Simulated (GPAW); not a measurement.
Wanted: an ASE script for a GPAW 26.7.0 run.

* Task: band structure
* Functional: PBE
* Potentials or basis: GPAW PAW data sets (gpaw-data 1.2.1)
* Cutoff: 800 eV
* Basis: pw
* k mesh: 6 × 6 × 6
* Occupations: fermi-dirac, width 0.05 eV
* Spin: no spin polarisation
* Maxiter: 150
* Band path: GXYSGZS1NPY1Z,XP
* Band points: 100

The system is CO2.

```xyz
6
Lattice="-1.9747 1.9747 3.0141 1.9747 -1.9747 3.0141 1.9747 1.9747 -3.0141" Properties=species:S:1:pos:R:3 pbc="T T T"
O     1.3223    0.9874    3.7676
O     0.6525    0.9874    0.7535
O     2.9621    0.6525   -0.7535
O    -0.9874    1.3223    2.2605
C     0.0000    0.0000    0.0000
C     0.0000    1.9747    1.5070
```

The cell comes from a database or a generator and needn't be the stable form of this composition.

These files were run (other wordings do the same):

run.py

```python
from ase import Atoms
from ase.dft.bandgap import bandgap
from ase.io import write
from ase.units import GPa
from gpaw import GPAW, PW

atoms = Atoms(['O', 'O', 'O', 'O', 'C', 'C'],
              cell=[[-1.974727, 1.974727, 3.014058],
                    [1.974727, -1.974727, 3.014058],
                    [1.974727, 1.974727, -3.014058]],
              scaled_positions=[[0.875, 0.959798, 0.584798],
                                [0.375, 0.290202, 0.415202],
                                [0.040202, 0.625, 0.915202],
                                [0.709798, 0.125, 0.084798],
                                [0.0, 0.0, 0.0],
                                [0.75, 0.25, 0.5]],
              pbc=True)

calc = GPAW(mode=PW(800),
            xc='PBE',
            kpts={'size': (6, 6, 6), 'gamma': True},
            occupations={'name': 'fermi-dirac', 'width': 0.05},
            nbands=30,
            convergence={'density': 1e-05, 'energy': 1e-05},
            maxiter=150,
            txt='gpaw.txt')
atoms.calc = calc
energy = atoms.get_potential_energy()
forces = atoms.get_forces()
stress = atoms.get_stress()
calc.write('gs.gpw')
write('result.traj', atoms)
print(f'Energy: {energy:.6f} eV')
print('Forces (eV/A):')
print(forces.round(4))
print('Stress (GPa):', (stress / GPa).round(3))
print('Fermi level:', round(calc.get_fermi_level(), 4), 'eV')
print(f'Gap: {bandgap(calc)[0]:.4f} eV, direct: {bandgap(calc, direct=True)[0]:.4f} eV')

path = atoms.cell.bandpath('GXYSGZS1NPY1Z,XP', npoints=100, eps=1e-4)
bs_calc = calc.fixed_density(kpts=path, symmetry='off', nbands=44,
                             convergence={'bands': 'CBM+6.0', 'eigenstates': 1e-6}, txt='bands.txt')
bs = bs_calc.band_structure()
bs.write('bs.json')
print(f'Gap on the path: {bandgap(bs_calc)[0]:.4f} eV')
```

Potentials or basis: GPAW PAW data sets (gpaw-data 1.2.1), pw.

Command:

```console
$ OMP_NUM_THREADS=1 python run.py
```

It gave:

The pressure is -0.2 GPa and the largest force is 0.030 eV/Å. The band gap on the k mesh is 7.71 eV, indirect (least direct gap 8.16 eV). The band gap along the path is 7.71 eV, indirect (least direct gap 8.16 eV).

Run time: 2.4 min on 1 thread of Arm Neoverse V2 (shared host), peak memory 0.48 GiB.
